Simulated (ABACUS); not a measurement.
Ru:

```xyz
2
Lattice="2.7058 0.0000 0.0000 -1.3529 2.3433 0.0000 0.0000 0.0000 4.2819" Properties=species:S:1:pos:R:3 pbc="T T T"
Ru    1.3529    0.7811    3.2114
Ru    0.0000    1.5622    1.0705
```

Base run:

```yaml
Program: ABACUS 3.10.1
Functional: LDA
Potentials_or_basis: PseudoDojo NC SR 0.4.1 LDA stringent
Cutoff: 1211 eV
Density_cutoff: 4844 eV
Basis: plane waves
k_mesh: 9 × 9 × 5
Occupations: fermi-dirac, width 0.05 eV
Spin: no spin polarisation
```

Its results: band gap on the k mesh none (metal or under the smearing width); pressure -11.5 GPa.

Task: The run is repeated on the same cell with these changes: functional from LDA to LDA-PW92; potentials or basis from PseudoDojo NC SR 0.4.1 LDA stringent to GBRV ultrasoft 1.5 LDA; cutoff from 1211 eV to 544 eV; density cutoff from 4844 eV to 4354 eV. What comes out?

Result: Band gap on the k mesh none (metal or under the smearing width); pressure -12.8 GPa.
